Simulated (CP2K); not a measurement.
**CdS (Hawleyite): single point with PBE**

CdS (Hawleyite):

```
Cd S
1.0
     4.12455    0.00000    0.00000
     2.06228    3.57197    0.00000
     2.06228    1.19066    3.36768
Cd S
1 1
Cartesian
  0.0000 0.0000 0.0000
  6.1868 3.5720 2.5258
```

```
Program                             : CP2K 2026.2
Task                                : single point
Functional                          : PBE
Potentials or basis                 : POTENTIAL_UZH Cd GTH-PBE-q12, S GTH-PBE-q6; TZVP-MOLOPT-PBE-GTH basis
Density cutoff                      : 6123 eV
k mesh                              : 8 × 8 × 8
Occupations                         : gaussian, width 0.1 eV
Spin                                : no spin polarisation
SCF solver                          : diagonalisation with k points
Quickstep method                    : GPW
EPS_DEFAULT                         : 1.0E-10
EPS_SCF                             : 1.0E-6
MAX_SCF                             : 100
SCF_GUESS                           : ATOMIC
k points reduced by the point group : yes
Mesh centred on Gamma               : yes
CHOLESKY                            : OFF
EPS_EIGVAL                          : 1.0E-7
MIXING METHOD                       : BROYDEN_MIXING
MIXING ALPHA                        : 0.4
NBUFFER                             : 8
NGRIDS                              : 5
Basis sets                          : Cd TZVP-MOLOPT-PBE-GTH-q12, S TZVP-MOLOPT-PBE-GTH-q6
Potentials                          : Cd GTH-PBE-q12 of POTENTIAL_UZH, S GTH-PBE-q6 of POTENTIAL_UZH
ADDED_MOS                           : [10]
REL_CUTOFF (Ry)                     : 60 Ry
MIXING BETA (1/bohr)                : 1.5 1/bohr
CUTOFF of the grids                 : 450 Ry
```

```yaml
Pressure: 3.4 GPa
Band_gap_on_the_k_mesh: 1.14 eV, direct
Mulliken_charges: Cd +0.86; S -0.86 e
Hirshfeld_charges: Cd +0.29; S -0.29 e
```

Levels at points of the mesh, in eV from the valence-band top:
| k point | band 6 | band 7 | band 8 | band 9 | band 10 | band 11 | band 12 | band 13 |
| --- | --- | --- | --- | --- | --- | --- | --- | --- |
| (0.00, 0.00, 0.00) | -7.30 | 0.00 | 0.00 | 0.00 | 1.14 | 6.80 | 6.80 | 6.80 |
| (0.00, 0.00, 0.50) | -6.92 | -4.42 | -0.76 | -0.76 | 3.04 | 7.13 | 7.13 | 7.51 |
| (0.00, 0.50, 0.50) | -6.86 | -3.97 | -1.89 | -1.89 | 3.60 | 4.39 | 9.22 | 11.09 |

Wall time 26 s on 1 thread of Intel(R) Xeon(R) 6975P-C (Granite Rapids), on a shared host, peak memory 0.33 GiB.

Caveat: Mulliken charges move with the basis; the basis of atomic orbitals isn't converged, which shifts pressures, moduli and gaps.
